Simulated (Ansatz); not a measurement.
System: wurtzite InN. Method: BLYP in Ansatz (plane waves, PAW).

Run with plane-wave cutoff 520 eV, 12×12×6 k mesh (along the axes of the cell as run), Fermi–Dirac smearing 0.01 eV, scalar-relativistic PAW data made under PBE.

Cell (relaxed at this level):

```xyz
4
Lattice="1.8127 -3.1397 0.0000 1.8127 3.1397 0.0000 0.0000 0.0000 5.8774" Properties=species:S:1:pos:R:3 pbc="T T T"
In     1.8127    -1.0466     2.9416
In     1.8127     1.0466     0.0029
N      1.8127    -1.0466     5.1633
N      1.8127     1.0466     2.2246
```

Problem. Predict the bulk modulus and pressure derivative B′ of the bulk modulus.

Solution. 
- bulk modulus: 108 GPa
- pressure derivative B′ of the bulk modulus: 4.8

The run finds no gap.

Measured, for comparison: bulk modulus 126 GPa (room temperature, no zero-point or thermal correction; as tabulated in Phys. Rev. B 49, 14 (GaN and InN under pressure), abstract). Computed (rounded) less measured: bulk modulus -14 %.

Note: the gap of the solid is closed in this run; this level leaves the solid without a gap, although one is measured; the bulk modulus comes from volumes at which shape and atoms were relaxed.

Spin–orbit coupling is not included; it can open a gap where bands touch, and shift volumes and moduli.

Computed values are for the static lattice.

Ansatz is a quantum-chemistry and plane-wave program.
